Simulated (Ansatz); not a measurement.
Input and command of a plane-wave DFT calculation in Ansatz:

```yaml
crystal:
  lattice:
    - [5.9600684126, 0.0, 0.0]
    - [0.0, -5.9600684126, 0.0]
    - [0.0, 0.0, -5.9600684126]
  atoms:
    - { symbol: In, position: [0.0, 0.5, 0.5] }
    - { symbol: In, position: [0.5, 0.0, 0.5] }
    - { symbol: In, position: [0.5, 0.5, 0.0] }
    - { symbol: In, position: [0.0, 0.0, 0.0] }
    - { symbol: P, position: [0.75, 0.75, 0.75] }
    - { symbol: P, position: [0.25, 0.25, 0.75] }
    - { symbol: P, position: [0.25, 0.75, 0.25] }
    - { symbol: P, position: [0.75, 0.25, 0.25] }
basis:
  ecutwfc: 420
kpoints:
  mp_grid: { grid: [4, 4, 4] }
hamiltonian:
  xc: pbe
scf:
  occupations: { method: gaussian, width: 0.05 }
output:
  forces: true
  stress: true
  eigenvalues: true
  write_density: true
  write_potential: true
  elf: true
  volumetric_format: npy
```

```bash
ansatz run input.yaml --threads 1 --pin off --max-ram 2560MiB --backend cpu --events-out ev --progress --plain --runs-dir out
```

Processor: Arm Neoverse V2, 1 thread, on a host shared with other jobs.

Q: Estimate time, memory and problem size.

A: About 9.4 s on 1 thread of Arm Neoverse V2, on a shared host, peak memory 0.38 GiB. It solves 44 bands at 10 k points (the mesh reduced by the symmetry that the task leaves, which can be less than the crystal's) with about 4139 plane waves, in 6 SCF iterations.
